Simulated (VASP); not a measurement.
Wanted: the native input for a VASP 6.6.1 run.

```
Task                   : single point
Functional             : PBEsol
Potentials or basis    : VASP PAW PBE potentials, release 64 (Zr_sv)
Cutoff                 : 520 eV
k mesh                 : 15 × 15 × 8
Occupations            : gaussian, width 0.1 eV
Spin                   : no spin polarisation
Further INCAR settings : ALGO = Normal; EDIFF = 1e-06; NBANDS = 19
```

The structure of Zr lies in POSCAR:

```
Zr
1.0
    3.2392314100      0.0000000000      0.0000000000
   -1.6196157100      2.8052566900      0.0000000000
    0.0000000000      0.0000000000      5.1722200000
Zr
2
Direct
    0.3333333300      0.6666666700      0.2500000000
    0.6666666700      0.3333333300      0.7500000000
```

The input as run:

INCAR

```
SYSTEM = Zr
  ALGO = Normal
  EDIFF = 1E-6
  ENCUT = 520
  GGA = PS
  ISIF = 2
  ISMEAR = 0
  LASPH = .TRUE.
  LCHARG = .FALSE.
  LREAL = .FALSE.
  LWAVE = .FALSE.
  NBANDS = 19
  NELM = 60
  PREC = Accurate
  SIGMA = 0.1
```

KPOINTS

```
k-points
0
G
  15 15 8
  0 0 0
```

Potentials or basis: VASP PAW PBE potentials, release 64 (Zr_sv).

Launch:

```bash
$ cat potpaw_PBE.64/Zr_sv/POTCAR > POTCAR
$ mpirun -np 1 vasp_std > vasp.out
```

It gave:

| Item | Value |
| --- | --- |
| Pressure | -4.1 GPa |
| Band gap on the k mesh | none (metal or under the smearing width) |

Caveat: the PAW data sets were made with another functional, which shifts forces and pressure a little.

Run time: 47 s on 1 thread of AMD EPYC 9R45 (Zen 5), on a shared host, peak memory 0.19 GiB.
